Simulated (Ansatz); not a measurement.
Sn: pressure against volume

Sn, I4/mmm, a = 3.235 Å, c = 5.068 Å. This isn't the element's structure at ambient conditions. Ansatz: PBEsol, PAW, 420 eV, Γ-centred 18×18×18 mesh on 1 atom, Gaussian smearing 0.10 eV; no spin polarisation. Shape and atoms are relaxed at each volume; pressure is positive in compression.

| V (Å³/atom) | P (GPa) |
| --- | --- |
| 24.921 | 3.96 |
| 25.717 | 1.82 |
| 26.512 | 0.00 |
| 27.307 | -1.53 |
| 28.103 | ? |

**Question.** Take V0 = 26.512 Å³/atom, fit the third-order Birch–Murnaghan form to the other rows, and predict the missing pressure.

**Answer.** With the Eulerian strain f = ½[(V0/V)^(2/3) − 1] and y = P/[3f(1 + 2f)^(5/2)], the form is the line y = B0 + 1.5 B0 (B0′ − 4) f. Rows (f, y): 0.02106, 56.5; 0.01025, 56.3; -0.00975, 54.9. Means f = 0.007187, y = 55.900; Σ(Δf)² = 0.0004887, ΣΔfΔy = 0.02649; the slope is their ratio. y = 55.51 + 54.20 f GPa, so B0 = 55.5 GPa and B0′ = 4 + 2 × (54.20)/(3 × 55.51) = 4.65. At V = 28.103, f = -0.01905, y = 54.48 and P = -2.83 GPa. The run gave -2.82 GPa, so the fit is 0.01 GPa too low, within twice the rms miss on the fitted rows (0.006 GPa). The form still works here, 33 % of the fitted range beyond its end.